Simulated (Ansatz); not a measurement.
In doubt: masses and optical values from hybrid runs of this build are listed as unsure (in some of the runs), which bears on the screening that GW takes from such a start.

System: GaP (F-43m).

```yaml
crystal:
  lattice:
    - [0.00000, 2.72525, 2.72525]
    - [2.72525, 0.00000, 2.72525]
    - [2.72525, 2.72525, 0.00000]
  atoms:
    - { symbol: Ga, position: [0.00000, 0.00000, 0.00000] }
    - { symbol: P, position: [0.25000, 0.25000, 0.25000] }
```

The cell and positions come from the Crystallography Open Database and are kept as given unless a step says otherwise.

Gaps computed with Ansatz 0.2.0 without a self-energy: HSE06 2.26 eV.

Q: What gap should G0W0 on HSE06 give (8×8×8 mesh, 363 empty bands, screening to 250 eV, hard PAW files)?

About 2.48 eV: on its mesh the run moves the gap from 2.29 eV by +0.22 eV, and the mesh misses the edges by 0.03 eV. Bands and cutoff are finite, so the gap is not at the basis limit. The miss can reach some tenths of an eV and take either sign; the mesh is an error of its own. The many-body steps are scalar-relativistic: spin-orbit coupling is not in them.

[Paths, hosts, dates, memory and timing lines, banners, echoed tables and standing remarks are left out of the program output.]

[Logs are printed without paths, hosts, clocks, repeated set-up lines and the standing remarks that a program may print on its own settings, such as how far it seeks lower states.]

[Runs of the session that timed out or met a known fault of the program may be left out.]

[Cells called generated may have been cut or substituted from an entry of the Crystallography Open Database or the Materials Project.]

[Hosts, paths, dates, database ids (printed as entryN), source tags and the programs' standing remarks are cut or masked in the printed files.]
